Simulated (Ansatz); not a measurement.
Crystal: AlNi3.

```
Ni Al
1.0
     3.52305    0.00000    0.00000
     0.00000    3.52305    0.00000
     0.00000    0.00000    3.52305
Ni Al
3 1
Direct
  0.50000 0.50000 0.00000
  0.50000 0.00000 0.50000
  0.00000 0.50000 0.50000
  0.00000 0.00000 0.00000
```

The cell is a database's computed one.

* Program: Ansatz 0.2.0
* Task: relaxation of cell and atoms
* Functional: PBEsol
* Dispersion: D3(BJ)
* Potentials or basis: Ansatz PAW
* Cutoff: 420 eV (not typed: the program's choice for these potentials)
* k mesh: 8 × 8 × 8
* Occupations: fermi-dirac, width 0.05 eV
* Spin: collinear spin, ferromagnetic start
* Starting moments: [1.0, 1.0, 1.0, 0.0] μB

At the start: volume 10.93 Å³/atom.

Task: How do energy, volume and symmetry change on relaxing?

Result: It ends after 5 steps and the volume is 10.56 Å³/atom (-3.4 %); space group Pm-3m (No. 221, to 0.05 Å); moment 0.62 μB per cell.

The path:
```tsv
step	energy change (eV)	largest force (eV/Å)	volume (Å³)
1	0.0000	0.0000	43.73
2	-0.0260	0.0000	42.94
3	-0.0338	0.0000	42.20
4	-0.0339	0.0000	42.25
5	-0.0333	0.0000	42.25
```

Final structure:
```
CELL_PARAMETERS angstrom
3.48282 0.00000 0.00000
0.00000 3.48282 0.00000
0.00000 0.00000 3.48282
ATOMIC_POSITIONS crystal
Ni 0.50000 0.50000 0.00000
Ni 0.50000 0.00000 0.50000
Ni 0.00000 0.50000 0.50000
Al 0.00000 0.00000 0.00000
```

Caveat: the plane-wave basis is chosen anew once the cell has moved, so the energies of steps on either side of that aren't comparable; the PAW data sets come from PBE, with cores solved anew for the run's functional, which leaves a small shift of forces and pressure.
